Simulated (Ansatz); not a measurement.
# Sm (P6_3/mmc) in Ansatz: equation of state

Aim: energy against volume of Sm in PBEsol, for its equilibrium volume and stiffness.

Program: Ansatz 0.2.0. These are calculated values, not measurements. Logs are shortened: lines on timing, memory, paths and dates and some standing lists are left out, and cuts for length are marked.

### Step 1. Starting point

The structure is hexagonal, space group P6_3/mmc (No. 194). Conventional cell: a = 3.644 Å, b = 3.644 Å, c = 5.876 Å, α = 90.00°, β = 90.00°, γ = 120.00°. Around Sm (site symmetry -6m2) lie 12 Sm at 3.61 to 3.64 Å.

This isn't the form of Sm at room conditions, which is rhombohedral.

### Step 2. Single point, PBEsol, collinear spin, ferromagnetic start, 31.76 Å³/atom (volume scaled by 0.94)

input.yaml

```yaml
crystal:
  lattice:
    - [3.5696117802, 0.0, 0.0]
    - [-1.7848058901, 3.0913744833, 0.0]
    - [0.0, 0.0, 5.7560479748]
  atoms:
    - { symbol: Sm, position: [0.6666666667, 0.3333333333, 0.75], spin: 5.0 }
    - { symbol: Sm, position: [0.3333333333, 0.6666666667, 0.25], spin: 5.0 }
hamiltonian:
  xc: pbesol
  pseudopotentials: { kind: paw }
magnetization:
  spin_polarized: true
kpoints:
  mp_grid: { grid: [8, 8, 5] }
scf:
  occupations: { method: fermi_dirac, width: 0.05 }
output:
  forces: true
  stress: true
  eigenvalues: true
```

Potentials or basis: Ansatz PAW.

On the command line:

```sh
$ ansatz run input.yaml --threads 2 --pin off --max-ram 5632MiB --backend cpu --events-out ev --progress --plain --runs-dir out
```

The log of the run:

```text
Warning: where this run starts from atoms, the 4f shell of Sm (site 0, from 0) starts with a moment of 5.22 μB, by Hund's first rule and in the place of the 5.00 μB that the deck gives it, the electrons of either spin spread evenly over its orbitals. The first iterations hold it so, then one of them chooses the order of the orbitals in the run's own bands; that SCF has its whole band count from the start. From atoms the spins of two such shells start parallel, and a state with them opposed can lie lower; the other sense is tried behind the close alone, where the run goes by scf.lower_state_search: standard or full and nothing bars that. To start from spheres of the given moment, with no order chosen, type scf.initial_density.shell_occupations: []
Warning: where this run starts from atoms, the 4f shell of Sm (site 1, from 0) starts with a moment of 5.22 μB, by Hund's first rule and in the place of the 5.00 μB that the deck gives it, the electrons of either spin spread evenly over its orbitals. The first iterations hold it so, then one of them chooses the order of the orbitals in the run's own bands; that SCF has its whole band count from the start. From atoms the spins of two such shells start parallel, and a state with them opposed can lie lower; the other sense is tried behind the close alone, where the run goes by scf.lower_state_search: standard or full and nothing bars that. To start from spheres of the given moment, with no order chosen, type scf.initial_density.shell_occupations: []
Warning: RAYON_NUM_THREADS=2 ignored (pool sized by the plan → 2); use --threads N
band count auto-derived: 30 (N_el = 32.0; filled up to band 16; 26 by the electrons, moments and atoms)
Engine: ansatz 0.2.0, aarch64-unknown-linux-gnu
Pseudopotentials: kind: paw
Pseudopotential: Sm, paw, valence charge 16, recommended cutoff 420 eV (normal), Sm.paw.azcp
Functional definition: PBEsol
  exchange = pbesol_x
  correlation = pbesol_c
Crystal: 2 atoms, lattice volume = 63.518 Å³
Basis set: ecut = 420 eV, 1237 PW (Γ), exchange–correlation on 48×48×80 points (8 copies of the dense FFT grid, shifted against one another)
Bands: 30, of which v1, the nominal top of the filled ones, is band 16 counted from 1 (15 counted from 0)
Symmetry: 24 space group operations
Space group: P63/mmc (ITA 194), of the structure as read, at distance tolerance 4.0e-5 Å
Magnetic group: BNS 194.263 (UNI 1493), of the structure as read, at distance tolerance 4.0e-5 Å
k-points: 30 of 320
Non-local potential: Sm, projectors of the file, l = 0: 3, l = 1: 2, l = 2: 2, l = 3: 3
PAW form: soft (Blöchl's): semilocal exchange-correlation on the pseudo side does not see the compensation charge
PAW frozen core: Sm, regenerated for the run's functional, and the local potential with it (the file was generated under x = pbe(κ = 0.804, μ = 0.2195149727645171), c = pbe(β = 0.06672455060314922))
PAW one-centre angular grid: Sm, 590 points (default); XC on 64 Gauss nodes
Initial density: superposition of atomic densities (chi_scale 0.1, normalization cell)
Initial wavefunctions: pseudopotential atomic-orbital guess
Functional: x = pbesol(κ = 0.804, μ = 0.12345679012345678), c = pbesol(β = 0.046)
SCF iter   1: F=—  HF=-16291.998355 eV  |F-HF|=—  |Δ(HF+E_count)|=         —  Δρ=1.84e-2 (↑1.84e-2 ↓1.50e-2)  dr2=2.21e-2  dr2_m=1.52e-1  M=11.525 μB ∫|m|=11.525 μB  β_m=0.30  ethr=3.10e-3  ⟨swp⟩=5.3  Hψ=6707  notcnv=0  defer=3
preconditioner: auto → Kerker (q_TF=auto, 2.434 Å⁻¹)  [metal: Δε(μ)=0.058 eV  Ē_g=10.984 eV  σ=0.050 eV  W_gap=0.27  n_scr=22 (ndim 8)  ℏωp=24.7 eV  f_vac=0.000  D(μ)=2.14/eV (n_scr^D=22)]
spin=Collinear: Kerker preconditioning applied to the charge; magnetization (m = ρ↑ − ρ↓) channel mixes plain (no charge-response kernel on spin).
SCF iter   2: F=—  HF=-16291.514182 eV  |F-HF|=—  |Δ(HF+E_count)|=   4.84e-1  Δρ=1.52e-2 (↑1.52e-2 ↓1.16e-2)  dr2=1.74e-2  dr2_m=9.67e-2  M=11.685 μB ∫|m|=11.685 μB  β_m=0.65  ethr=6.91e-5  ⟨swp⟩=2.9  Hψ=3627  notcnv=0  defer=358
SCF iter   3: F=—  HF=-16290.738642 eV  |F-HF|=—  |Δ(HF+E_count)|=   7.76e-1  Δρ=1.09e-2 (↑1.09e-2 ↓2.55e-3)  dr2=6.61e-2  dr2_m=1.95e-2  M=12.164 μB ∫|m|=12.164 μB  β_m=0.82  ethr=5.44e-5  ⟨swp⟩=3.0  Hψ=4020  notcnv=0  defer=358
SCF iter   4: F=—  HF=-16290.001623 eV  |F-HF|=—  |Δ(HF+E_count)|=   7.37e-1  Δρ=6.26e-3 (↑6.26e-3 ↓1.57e-3)  dr2=3.73e-2  dr2_m=4.49e-3  M=12.344 μB ∫|m|=12.344 μB  β_m=0.91  ethr=5.44e-5  ⟨swp⟩=3.1  Hψ=3836  notcnv=0  defer=352
SCF iter   5: F=—  HF=-16289.448658 eV  |F-HF|=—  |Δ(HF+E_count)|=   5.53e-1  Δρ=3.02e-3 (↑3.02e-3 ↓9.66e-4)  dr2=7.50e-3  dr2_m=1.50e-3  M=12.526 μB ∫|m|=12.526 μB  β_m=0.96  ethr=5.44e-5  ⟨swp⟩=3.5  Hψ=4021  notcnv=0  defer=349
SCF iter   6: F=—  HF=-16289.381424 eV  |F-HF|=—  |Δ(HF+E_count)|=         —  Δρ=7.22e-3 (↑7.22e-3 ↓5.61e-4)  dr2=4.26e-3  dr2_m=7.67e-3  M=12.692 μB ∫|m|=12.692 μB  β_m=0.96  ethr=2.34e-5  ⟨swp⟩=3.4  Hψ=3890  notcnv=0  defer=337
Mixer restart at iter 6: flushing history
iteration 6: the lowest order of the open f orbitals that was found in this iteration's bands is taken; no other order was found there
SCF iter   7: F=—  HF=-16289.409414 eV  |F-HF|=—  |Δ(HF+E_count)|=         —  Δρ=4.22e-3 (↑4.22e-3 ↓2.97e-4)  dr2=9.12e-3  dr2_m=2.61e-3  M=12.668 μB ∫|m|=12.668 μB  β_m=0.96  ethr=1.33e-5  ⟨swp⟩=2.8  Hψ=3045  notcnv=0  defer=336
Mixer restart at iter 7: flushing history
SCF iter   8: F=—  HF=-16289.409872 eV  |F-HF|=—  |Δ(HF+E_count)|=         —  Δρ=3.28e-3 (↑3.28e-3 ↓4.48e-4)  dr2=4.52e-3  dr2_m=1.70e-3  M=12.707 μB ∫|m|=12.707 μB  β_m=0.96  ethr=1.33e-5  ⟨swp⟩=3.0  Hψ=3301  notcnv=0  defer=341
Mixer restart at iter 8: flushing history
SCF iter   9: F=—  HF=-16289.414765 eV  |F-HF|=—  |Δ(HF+E_count)|=   4.89e-3  Δρ=3.03e-3 (↑3.03e-3 ↓2.81e-4)  dr2=5.04e-3  dr2_m=1.29e-3  M=12.704 μB ∫|m|=12.704 μB  β_m=0.67  ethr=1.33e-5  ⟨swp⟩=3.3  Hψ=3973  notcnv=0  defer=350
SCF iter  10: F=—  HF=-16289.409357 eV  |F-HF|=—  |Δ(HF+E_count)|=   5.41e-3  Δρ=3.58e-4 (↑3.58e-4 ↓1.33e-4)  dr2=3.71e-5  dr2_m=2.58e-5  M=12.716 μB ∫|m|=12.716 μB  β_m=0.85  ethr=1.33e-5  ⟨swp⟩=2.3  Hψ=3294  notcnv=0  defer=356
SCF iter  11: F=—  HF=-16289.409796 eV  |F-HF|=—  |Δ(HF+E_count)|=   4.39e-4  Δρ=4.23e-4 (↑4.23e-4 ↓9.72e-5)  dr2=1.41e-4  dr2_m=2.47e-5  M=12.734 μB ∫|m|=12.734 μB  β_m=0.85  ethr=1.16e-7  ⟨swp⟩=2.0  Hψ=2773  notcnv=0  defer=356
SCF iter  12: F=—  HF=-16289.409965 eV  |F-HF|=—  |Δ(HF+E_count)|=   1.69e-4  Δρ=1.35e-4 (↑1.35e-4 ↓5.19e-5)  dr2=1.21e-5  dr2_m=3.69e-6  M=12.743 μB ∫|m|=12.743 μB  β_m=0.93  ethr=1.16e-7  ⟨swp⟩=2.5  Hψ=3165  notcnv=0  defer=356
SCF iter  13: F=—  HF=-16289.409602 eV  |F-HF|=—  |Δ(HF+E_count)|=   3.63e-4  Δρ=5.21e-5 (↑5.21e-5 ↓2.39e-5)  dr2=1.88e-6  dr2_m=5.89e-7  M=12.750 μB ∫|m|=12.750 μB  β_m=0.96  ethr=3.79e-8  ⟨swp⟩=2.0  Hψ=2853  notcnv=0  defer=356
SCF iter  14: F=—  HF=-16289.409607 eV  |F-HF|=—  |Δ(HF+E_count)|=   5.21e-6  Δρ=1.25e-5 (↑1.25e-5 ↓3.87e-6)  dr2=9.52e-8  dr2_m=2.88e-8  M=12.755 μB ∫|m|=12.755 μB  β_m=0.98  ethr=5.87e-9  ⟨swp⟩=2.5  Hψ=3094  notcnv=0  defer=356
SCF iter  15: F=—  HF=-16289.409607 eV  |F-HF|=—  |Δ(HF+E_count)|=   2.23e-7  Δρ=7.31e-6 (↑7.31e-6 ↓1.66e-6)  dr2=2.95e-8  dr2_m=8.66e-9  M=12.755 μB ∫|m|=12.755 μB  β_m=0.99  ethr=2.98e-10  ⟨swp⟩=2.0  Hψ=2819  notcnv=0  defer=356
SCF iter  16: F=—  HF=-16289.409607 eV  |F-HF|=—  |Δ(HF+E_count)|=   5.51e-8  Δρ=1.69e-6 (↑1.69e-6 ↓7.77e-7)  dr2=1.36e-9  dr2_m=6.13e-10  M=12.755 μB ∫|m|=12.755 μB  β_m=1.00  ethr=9.22e-11  ⟨swp⟩=2.0  Hψ=2819  notcnv=0  defer=356
SCF iter  17: F=—  HF=-16289.409607 eV  |F-HF|=—  |Δ(HF+E_count)|=   4.12e-9  Δρ=2.20e-7 (↑2.20e-7 ↓1.03e-7)  dr2=4.65e-11  dr2_m=6.59e-12  M=12.755 μB ∫|m|=12.755 μB  β_m=0.97  ethr=4.25e-12  ⟨swp⟩=2.1  Hψ=2835  notcnv=0  defer=356
SCF iter  18: F=-16289.409607 eV  HF=-16289.409607 eV  |F-HF|=2.31e-9  |Δ(HF+E_count)|=  1.84e-10  Δρ=2.04e-6 (↑2.04e-6 ↓2.16e-7)  dr2=2.29e-9  dr2_m=6.25e-10  M=12.755 μB ∫|m|=12.755 μB  ethr=1.00e-12  ⟨swp⟩=5.1  Hψ=7049  notcnv=0
SCF 1 converged in 18 iterations: F = -16289.409607 eV  dr2 = 2.29e-9
SCF converged after 18 iterations
Magnetization: 12.7552 μB (22.3776 up, 9.6224 down)
Absolute magnetization: 12.7552 μB (∫|ρ↑−ρ↓|, with the PAW one-centre terms)
Spin contamination: 0.0182 ħ² per cell (⟨S²⟩ above its minimum at these occupations)
Per-site moments (μB) at R_I (Å): [(6.009664808621198, 1.4601799758145992), (6.009664808621198, 1.4601799758145992)]
Free energy (F): -16289.409607 eV
Harris-Foulkes:  -16289.409607 eV  (|F-HF|=2.31e-9)
Internal energy: -16289.256853 eV  (E = F + TS)
E sigma→0 (E₀):  -16289.333230 eV
Entropy (-TS):   -0.152754 eV (-76.377 meV/atom)
Fermi energy:    12.365678 eV
--- Per-component energies (eV) ---
  E_band       = 12.652767
  E_kinetic    = 672.705363
  E_local      = -2958.193075  (includes V_loc(G=0)·N_el)
  E_nonlocal   = 806.280430
  E_hartree    = 1155.579109
  E_xc         = -350.331929
  E_vxc        = -384.747315  (∫ρ·V_xc dr)
  E_paw        = -12254.459085  (= ΣΔE_a)
  E_vpaw       = -434.554049  (= ΣTr[D̂ρ^β])
  E_aug_tail   = -0.000001  (compensation charges beyond the density's cutoff)
  E_ewald      = -3361.861182
  E_core_change = 1.023516  (= ΣΔE_core)
  E_smearing   = -0.152754  (= −TS)
  E_closure    = -0.000000  (closes the sum)
  Σ components = -16289.409607   (vs F -16289.409607, Δ=0.00e0)
--- Forces (eV/Å), atoms counted from 1 ---
  atom   1  Sm    -0.00000000     0.00000000     0.00000000
  atom   2  Sm     0.00000000    -0.00000000    -0.00000000
  max |Σ_I F_I| component: 4.63e-18 eV/Å
--- Stress (GPa, compression-positive) ---
        1.400488       0.000000      -0.000000
        0.000000       1.400488      -0.000000
       -0.000000      -0.000000       1.649067
  P = ⅓ Tr σ = 1.4833 GPa (14.833 kbar)
--- Band table (eV; the first three rows and the last of 60) ---
  k-point 0 ↑: bands = ["-27.5686", "-27.4295", "-7.7797", "-6.7452", "-6.7452", "-6.5827", "-6.5827", "-6.5589", "7.8945", "10.1922", "11.9728", "12.0557", "12.0557", "12.0559", "12.0951", "12.1386", "12.1386", "12.1891", "12.1891", "12.1983", "12.1983", "12.2383", "12.2491", "12.2734", "14.2860", "14.2860", "14.3767", "14.4974", "15.0142", "15.0142"]
  k-point 1 ↑: bands = ["-27.5555", "-27.4430", "-7.6744", "-6.7299", "-6.7299", "-6.6890", "-6.5985", "-6.5985", "8.2112", "10.1677", "11.9664", "12.0389", "12.0443", "12.0443", "12.0605", "12.1126", "12.1126", "12.1773", "12.1773", "12.2394", "12.2481", "12.2541", "12.2788", "12.2788", "14.0690", "14.1401", "14.1401", "14.1520", "14.7826", "14.7826"]
  k-point 2 ↑: bands = ["-27.5211", "-27.4781", "-7.3889", "-7.0140", "-6.6896", "-6.6896", "-6.6394", "-6.6394", "9.0172", "9.8466", "11.9144", "11.9165", "12.0402", "12.0402", "12.0611", "12.0611", "12.1077", "12.1873", "12.2421", "12.2454", "12.2529", "12.2529", "12.3062", "12.3062", "13.5967", "13.7282", "14.0907", "14.0907", "14.3557", "14.3557"]
  k-point 29 ↓: bands = ["-24.7457", "-24.7388", "-5.5859", "-5.5430", "-5.2370", "-5.1168", "-4.7082", "-4.6599", "12.3068", "12.6756", "13.3694", "13.3799", "14.4030", "14.5733", "15.5408", "15.6205", "15.8535", "15.8569", "16.0502", "16.0625", "16.0712", "16.0872", "16.1002", "16.1198", "16.2266", "16.2343", "16.2675", "16.3332", "17.1399", "17.6839"]
```

Wall time 19 s (2 threads of Arm Neoverse V1, shared host); peak memory 0.38 GiB.

Results:

* Free energy: -16289.4096 eV
* Pressure: 1.5 GPa
* Band gap on the k mesh: none (metal or under the smearing width)
* Net moment: 12.76 μB per cell
* Absolute moment: 12.76 μB per cell
* Site moments: Sm +6.01 μB

Caveat: the magnetic or orbital state may not be the lowest; spin-orbit coupling is left out, which moves the levels of the heavy elements; the PAW data sets come from PBE, with cores solved anew for the run's functional, which leaves a small shift of forces and pressure.

(Part 1 of 2 ends here.)
